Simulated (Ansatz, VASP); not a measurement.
# Ga in VASP and in Ansatz

File INCAR:

```
SYSTEM = Ga
PREC     = Accurate       ! precision mode
ENCUT    = 520            ! plane-wave cutoff, eV
EDIFF    = 1E-6           ! SCF threshold, eV
ISMEAR   = -1             ! smearing method
SIGMA    = 0.05           ! smearing width, eV
LREAL    = .FALSE.        ! projectors in reciprocal space
LASPH    = .TRUE.         ! aspherical terms in the spheres
NELM     = 80             ! most SCF steps
ALGO     = Fast           ! electronic algorithm
ISIF     = 2              ! what is computed and relaxed
LWAVE    = .FALSE.        ! write WAVECAR
LCHARG   = .FALSE.        ! write CHGCAR
GGA      = PS             ! functional
NBANDS   = 20             ! bands
```

KPOINTS

```
Automatic mesh
0
G
  10 8 7
  0 0 0
```

POSCAR

```
Ga
1.0
    2.7784220849      0.0000000000      0.0000000000
    0.0000000000      3.2816087900      0.0000000000
   -1.3434310986      0.0000000000      3.9902731763
Ga
2
Direct
    0.1345962700      0.7500000000      0.7701668300
    0.8654037300      0.2500000000      0.2298331700
```

The input input.yaml:

```yaml
crystal:
  lattice:
    - [2.7784220849, 0.0, 0.0]
    - [0.0, 3.28160879, 0.0]
    - [-1.3434310986, 0.0, 3.9902731763]
  atoms:
    - { symbol: Ga, position: [0.13459627, 0.75, 0.77016683] }
    - { symbol: Ga, position: [0.86540373, 0.25, 0.22983317] }
kpoints:
  mp_grid: { grid: [10, 8, 7] }
  band_path:
    path:
      - [0.0, 0.0, 0.0]
      - [0.0, 0.0, 0.5]
      - [-0.439461826, 0.0, 0.712489919]
      - [-0.5, 0.0, 0.5]
      - [-0.5, 0.5, 0.5]
      - [-0.560538174, 0.5, 0.287510081]
      - [-0.5, 0.5, 0.0]
      - [-0.5, 0.0, 0.0]
    npoints: 8
scf:
  occupations: { method: fermi_dirac, width: 0.05 }
hamiltonian:
  xc: pbesol
  pseudopotentials: { kind: all_electron, lapw: { basis_error: 0.001 } }
output:
  forces: true
  stress: true
  eigenvalues: true
```

Alike in both runs: functional PBEsol; k mesh 10 × 8 × 7; occupations fermi-dirac, width 0.05 eV; no spin polarisation.

|  | VASP | Ansatz |
| --- | --- | --- |
| version | VASP 6.6.1 | Ansatz 0.2.0 |
| potentials or method | VASP PAW PBE potentials, release 64 (Ga_d) | all-electron LAPW, scalar-relativistic |
| plane-wave cutoff (eV) | 520 | see its input |
| task | single point | band structure |

|  | VASP | Ansatz | Ansatz less VASP |
| --- | --- | --- | --- |
| gap on the k mesh at the Fermi level (eV) | none | none | - |
| pressure (GPa) | -0.6 | -0.6 | -0.01 |
| largest component of the traceless stress (GPa) | 1.07 | 1.05 | -0.025 |
| rms of the force components (eV/Å) | 0.041 | 0.041 | +0.0001 |

Atom by atom the forces differ by 0.000 eV/Å (rms over components). A gap of «none» marks a metal or a gap that the smearing closes. Ansatz ran all-electron here, so the differences hold the error of VASP's frozen core and of both bases.

Caveats: the PAW data sets were made with another functional, which shifts forces and pressure a little (VASP).
